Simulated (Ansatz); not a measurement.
# InGa17N18: the cost of one run

Program: Ansatz 0.2.0. Level of theory: DFT PBE, scalar-relativistic, plane waves, PAW. These are calculated values, not measurements.

2 further runs of the same task are left out: 2 set aside as unsound or not needed.

### Step 1. The system as given

The cell holds 36 atoms (Ga17InN18): a = 7.653 Å, b = 7.653 Å, c = 7.653 Å, α = 78.22°, β = 78.22°, γ = 78.22°.

The coordinates of this cell stand in the input of its own run.

The host was relaxed before at PBE: a = 3.218 Å, b = 3.218 Å, c = 5.243 Å, α = 90.00°, β = 90.00°, γ = 120.00° (conventional cell), 11.758 Å³/atom.

Places, in fractions of the supercell: In in place of Ga at (0.389, 0.389, 0.722). The start keeps the symmetry of the ideal site.

Earlier runs gave the host's free energy in this supercell, -75022.520 eV, its gap, 1.71 eV.

### Step 2. Charge 0, atoms relaxed

Input file input.yaml:

```yaml
crystal:
  lattice:
    - [4.8275357019, 2.787179037, 5.2431089459]
    - [-4.8275357019, 2.787179037, 5.2431089459]
    - [1.0e-10, -5.574358074, 5.2431089459]
  atoms:
    - { symbol: In, position: [0.3886005038, 0.3886005038, 0.7219338371] }
    - { symbol: Ga, position: [0.3886005038, 0.7219338371, 0.3886005038] }
    - { symbol: Ga, position: [0.7219338371, 0.0552671704, 0.7219338371] }
    - { symbol: Ga, position: [0.3886005038, 0.0552671704, 0.0552671704] }
    - { symbol: Ga, position: [0.7219338371, 0.3886005038, 0.3886005038] }
    - { symbol: Ga, position: [0.0552671704, 0.7219338371, 0.7219338371] }
    - { symbol: Ga, position: [0.7219338371, 0.7219338371, 0.0552671704] }
    - { symbol: Ga, position: [0.0552671704, 0.0552671704, 0.3886005038] }
    - { symbol: Ga, position: [0.0552671704, 0.3886005038, 0.0552671704] }
    - { symbol: Ga, position: [0.4441560593, 0.7774893926, 0.7774893926] }
    - { symbol: Ga, position: [0.4441560593, 0.110822726, 0.4441560593] }
    - { symbol: Ga, position: [0.7774893926, 0.4441560593, 0.7774893926] }
    - { symbol: Ga, position: [0.4441560593, 0.4441560593, 0.110822726] }
    - { symbol: Ga, position: [0.7774893926, 0.7774893926, 0.4441560593] }
    - { symbol: Ga, position: [0.110822726, 0.110822726, 0.7774893926] }
    - { symbol: Ga, position: [0.7774893926, 0.110822726, 0.110822726] }
    - { symbol: Ga, position: [0.110822726, 0.4441560593, 0.4441560593] }
    - { symbol: Ga, position: [0.110822726, 0.7774893926, 0.110822726] }
    - { symbol: "N", position: [0.514177274, 0.514177274, 0.8475106074] }
    - { symbol: "N", position: [0.514177274, 0.8475106074, 0.514177274] }
    - { symbol: "N", position: [0.8475106074, 0.1808439407, 0.8475106074] }
    - { symbol: "N", position: [0.514177274, 0.1808439407, 0.1808439407] }
    - { symbol: "N", position: [0.8475106074, 0.514177274, 0.514177274] }
    - { symbol: "N", position: [0.1808439407, 0.8475106074, 0.8475106074] }
    - { symbol: "N", position: [0.8475106074, 0.8475106074, 0.1808439407] }
    - { symbol: "N", position: [0.1808439407, 0.1808439407, 0.514177274] }
    - { symbol: "N", position: [0.1808439407, 0.514177274, 0.1808439407] }
    - { symbol: "N", position: [0.2363994962, 0.5697328296, 0.5697328296] }
    - { symbol: "N", position: [0.2363994962, 0.9030661629, 0.2363994962] }
    - { symbol: "N", position: [0.5697328296, 0.2363994962, 0.5697328296] }
    - { symbol: "N", position: [0.2363994962, 0.2363994962, 0.9030661629] }
    - { symbol: "N", position: [0.5697328296, 0.5697328296, 0.2363994962] }
    - { symbol: "N", position: [0.9030661629, 0.9030661629, 0.5697328296] }
    - { symbol: "N", position: [0.5697328296, 0.9030661629, 0.9030661629] }
    - { symbol: "N", position: [0.9030661629, 0.2363994962, 0.2363994962] }
    - { symbol: "N", position: [0.9030661629, 0.5697328296, 0.9030661629] }
  host:
    lattice:
      - [3.2183571346, 0.0, 0.0]
      - [-1.6091785673, 2.787179037, 0.0]
      - [0.0, 0.0, 5.2431089459]
    atoms:
      - { symbol: Ga, position: [0.6666666667, 0.3333333333, 0.4991348446] }
      - { symbol: Ga, position: [0.3333333333, 0.6666666667, 0.9991348446] }
      - { symbol: "N", position: [0.6666666667, 0.3333333333, 0.8758651554] }
      - { symbol: "N", position: [0.3333333333, 0.6666666667, 0.3758651554] }
basis:
  ecutwfc: 420
  xc_grid: 2
kpoints:
  mp_grid: { grid: [2, 2, 2], shift: [0.5, 0.5, 0.5] }
hamiltonian:
  xc: pbe
scf:
  occupations: { method: gaussian, width: 0.02 }
output:
  forces: true
  stress: false
  eigenvalues: true
  charged_corrections: { defect_position: [0.3886005, 0.3886005, 0.72193384] }
  write_density: true
  write_potential: true
  elf: true
  volumetric_format: npy
relax:
  adjacent_minimum: "off"
  f_tol: 0.03
  max_steps: 40
```

Command:

```
$ ansatz run input.yaml --threads 8 --pin off --max-ram 16384MiB --backend cpu --events-out ev --progress --plain --runs-dir out
```

Q: Estimate wall time and peak memory on 8 threads of Arm Neoverse V1, shared host.

About 30 s, with a peak of 1.2 GiB.
